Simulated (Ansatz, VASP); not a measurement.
# AlN in VASP and in Ansatz

The input INCAR:

```
SYSTEM = AlN
  ALGO = Normal
  EDIFF = 1E-6
  EDIFFG = -0.01
  ENCUT = 520
  IBRION = 2
  ISIF = 2
  ISMEAR = 0
  LASPH = .TRUE.
  LCHARG = .FALSE.
  LREAL = .FALSE.
  LWAVE = .FALSE.
  NELM = 100
  NSW = 50
  PREC = Accurate
  SIGMA = 0.05
```

Contents of KPOINTS:

```
k-points
0
G
  9 9 6
  0 0 0
```

Contents of POSCAR:

```
AlN
1.0
    3.1813000000      0.0000000000      0.0000000000
   -1.5906500000      2.7550866171      0.0000000000
    0.0000000000      0.0000000000      5.3391000000
Al N
2 2
Direct
    0.3333333333      0.6666666667      0.0015210172
    0.6666666667      0.3333333333      0.5015210172
    0.3333333333      0.6666666667      0.3834789828
    0.6666666667      0.3333333333      0.8834789828
```

Input for Ansatz:

```yaml
crystal:
  lattice:
    - [3.1813, 0.0, 0.0]
    - [-1.59065, 2.7550866171, 0.0]
    - [0.0, 0.0, 5.3391]
  atoms:
    - { symbol: Al, position: [0.3333333333, 0.6666666667, 0.0015210172] }
    - { symbol: Al, position: [0.6666666667, 0.3333333333, 0.5015210172] }
    - { symbol: "N", position: [0.3333333333, 0.6666666667, 0.3834789828] }
    - { symbol: "N", position: [0.6666666667, 0.3333333333, 0.8834789828] }
basis:
  ecutwfc: 520.0
kpoints:
  mp_grid: { grid: [9, 9, 6] }
hamiltonian:
  xc: lda
  pseudopotentials: { kind: paw, azcp: { folder: soft_1 } }
scf:
  occupations: { method: gaussian, width: 0.05 }
output:
  forces: true
  stress: true
  eigenvalues: true
  write_density: true
  write_potential: true
  elf: true
  volumetric_format: npy
relax:
  adjacent_minimum: "off"
  f_tol: 0.01
  max_steps: 30
```

Alike in both runs: task relaxation of the atoms; functional LDA; k mesh 9 × 9 × 6; occupations gaussian, width 0.05 eV; no spin polarisation.

|  | VASP | Ansatz |
| --- | --- | --- |
| version | VASP 6.6.1 | Ansatz 0.2.0 |
| potentials or method | VASP PAW LDA potentials, release 64 (Al, N) | scalar-relativistic, plane waves, PAW |
| plane-wave cutoff (eV) | 520 | 520 |
| valence electrons in the cell | 16 | 16 |

|  | VASP | Ansatz | Ansatz less VASP |
| --- | --- | --- | --- |
| gap on the k mesh at the Fermi level, each at its own relaxed structure (eV) | 3.28 | 3.28 | -0.002 |
| energy change over the relaxation (meV/atom) | -1 | -1 | +0.1 |

Ansatz warned: «pseudo_functional_mismatch».

A hybrid or GW would open this gap; LDA tends to underestimate it.
